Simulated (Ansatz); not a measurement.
Space group P-3m1 (No. 164). a = 3.691 Å, b = 3.691 Å, c = 6.096 Å, α = 90.00°, β = 90.00°, γ = 120.00°
```json
{"atom": "Zr", "site": "1a", "symmetry": "-3m.", "x": "0.0000", "y": "0.0000", "z": "0.0000"}
{"atom": "S", "site": "2d", "symmetry": "3m.", "x": "0.6667", "y": "0.3333", "z": "0.7643"}
```

Equation of state of this ZrS2 structure (not necessarily the ground state), with shape and atoms relaxed at each volume where symmetry leaves them free. The calculation used DFT r2SCAN, scalar-relativistic, plane waves, PAW (Ansatz).

Cutoff 500 eV; k points 12×12×6 on the computed 3-atom cell (Γ-centred); Gaussian smearing, width 0.02 eV; no spin polarisation.

| V (Å³/atom) | E − E(largest V) (meV/atom) | P (GPa) | gap on mesh (eV) |
| --- | --- | --- | --- |
| 22.537 | 3.18 | 1.55 | 1.14 |
| 23.256 | -1.48 | 0.61 | 1.27 |
| 23.975 | -2.75 | 0.00 | 1.37 |
| 24.695 | -1.93 | -0.33 | 1.46 |
| 25.414 | 0.00 | -0.49 | 1.52 |

Problem. Fit a third-order Birch–Murnaghan equation to E(V).

Solution. V0 = 23.99 Å³/atom, B0 = 15 GPa, B0' = 17.2. B0' is unusual or poorly fixed by this range.

The cell holds layers, and where no dispersion correction was added their binding is poorly described.